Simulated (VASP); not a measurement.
SrVO3:

```
Sr V O
1.0
     3.84090    0.00000    0.00000
     0.00000    3.84090    0.00000
     0.00000    0.00000    3.84090
Sr V O
1 1 3
Direct
  0.50000 0.50000 0.50000
  0.00000 0.00000 0.00000
  0.00000 0.00000 0.50000
  0.00000 0.50000 0.00000
  0.50000 0.00000 0.00000
```

```yaml
Program: VASP 6.6.1
Task: single point
Functional: PBE
Potentials_or_basis: VASP PAW PBE potentials, release 64 (Sr_sv, V_sv, O)
Cutoff: 520 eV
k_mesh: 7 × 7 × 7
Occupations: fermi-dirac, width 0.05 eV
Spin: collinear spin, ferromagnetic start
Starting_moments: "[0.0, 2.0, 0.0, 0.0, 0.0] μB"
```

On this cell: pressure 3.2 GPa; largest force zero by symmetry; net moment 0.00 μB per cell; band gap on the k mesh none (metal or under the smearing width).

The same run follows on a disturbed copy (atoms moved at random, drawn with an rms of 0.05 Å):

```
Sr V O
1.0
     3.84090    0.00000    0.00000
     0.00000    3.84090    0.00000
     0.00000    0.00000    3.84090
Sr V O
1 1 3
Cartesian
  1.9303 1.8876 1.9477
  0.0413 0.0331 0.0102
  -0.0041 0.0666 1.9160
  -0.0606 1.8991 0.0498
  1.9609 -0.0141 -0.0186
```

What does the disturbed cell give?

The energy (extrapolated to zero smearing) moves by +19.1 meV/atom; pressure 3.8 GPa; largest force 1.064 eV/Å; net moment 0.00 μB per cell; band gap on the k mesh none (metal or under the smearing width).

Forces in eV/Å, atoms in the order of the input:
```
Sr   0.066  0.254 -0.082
V   -0.515 -0.429  0.019
O    0.401 -0.510  0.279
O    0.764  0.660 -0.335
O   -0.716  0.024  0.121
```

Stress tensor (GPa, compression positive):
```
 3.31  0.07  0.02
 0.07  4.33 -0.24
 0.02 -0.24  3.79
```

Caveats: semilocal functionals often make such compounds metallic where correlation or magnetic order opens a gap, which also shifts bond lengths.
